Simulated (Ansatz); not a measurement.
All numbers below come from DFT PBE, scalar-relativistic, plane waves, PAW in Ansatz. Settings: cutoff 420 eV, Γ-centred meshes spaced at most about 0.3 Å⁻¹ (2π included), Gaussian smearing. No spin polarisation.

Temperature and zero-point effects are left out.

**Question.** Which of these relaxed structures of NaI is the lowest in energy?
A.

```
Na I
1.0
     0.00000    3.26410    3.26410
     3.26410    0.00000    3.26410
     3.26410    3.26410    0.00000
Na I
1 1
Direct
  0.00000 0.00000 0.00000
  0.50000 0.50000 0.50000
```

B.

```
Na I
1.0
     4.55345    0.00000    0.00000
     0.00000    4.32550    0.00000
     0.00000    0.00000    8.37318
Na I
2 2
Direct
  0.25000 0.50000 0.25106
  0.75000 0.50000 0.74894
  0.25000 0.00000 0.75058
  0.75000 0.00000 0.24942
```

**Answer.** A. The other, B, lies 116 meV/atom higher. Forms: A rock salt type, Fm-3m; B Pmma. Counting I atoms around Na (those within 1.25 times the shortest such distance or 1.15 times the sum of covalent radii): A has Na 6; B has Na 4. Origin: A, reached from a cell as deposited in COD, among other starts; B, reached from a Materials Project cell. Shaken at random and relaxed again, A came back.

Weakly bound directions are ill-defined at this level, which has no dispersion term (Pmma), and this can change margins and order among such cells. Spin–orbit coupling, which can matter for I, is left out. Cells without such a test can be saddle points. Some types were kept out of the candidates beforehand, so the set may lack a known form.
